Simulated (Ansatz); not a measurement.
Runs of Ansatz 0.2.0 on Ti. It takes space group Fm-3m (No. 225, cubic). Conventional cell: a = 4.060 Å, b = 4.060 Å, c = 4.060 Å, α = 90.00°, β = 90.00°, γ = 90.00°. Around Ti (site symmetry m-3m) lie 12 Ti at 2.87 Å. This isn't the form of Ti at room conditions, which is hcp.

```tsv
task	level	cell	smearing	gap on the mesh (eV)	pressure (GPa)	relaxed volume (Å³/atom)
relaxation of cell and atoms	PBE+D4	relaxed	fermi-dirac 0.05 eV	none	0.0	(b)
single point	PBE	as given	gaussian 0.017 eV	none	3.8	-
relaxation of cell and atoms	revPBE+D3(BJ)	relaxed	fermi-dirac 0.05 eV	none	0.0	15.97
relaxation of cell and atoms	PBEsol+D3(BJ)	relaxed	fermi-dirac 0.05 eV	none	0.0	(a)
single point	PBE	as given	gaussian 0.019 eV	none	3.8	-
single point	PBE	as given	gaussian 0.023 eV	none	3.8	-
relaxation of cell and atoms	revPBE+D4	relaxed	fermi-dirac 0.05 eV	none	0.0	17.28
relaxation of cell and atoms	PBE+D3(BJ)	relaxed	fermi-dirac 0.05 eV	none	0.0	16.43
```

Alike in all rows: potentials or basis Ansatz PAW; no spin polarisation; k mesh 11 × 11 × 11; cutoff (eV) 420.

**Question.** Fill in the values left out.

**Answer.** (a) 15.78; (b) 17.07.

Caveats: the plane-wave basis is chosen anew once the cell has moved, so the energies of steps on either side of that aren't comparable (some runs); pairwise dispersion overbinds metals, which lowers pressure and volume (some runs); the PAW data sets come from PBE, with cores solved anew for the run's functional, which leaves a small shift of forces and pressure (some runs).

A gap of «none» marks a metal or a gap under the smearing width.
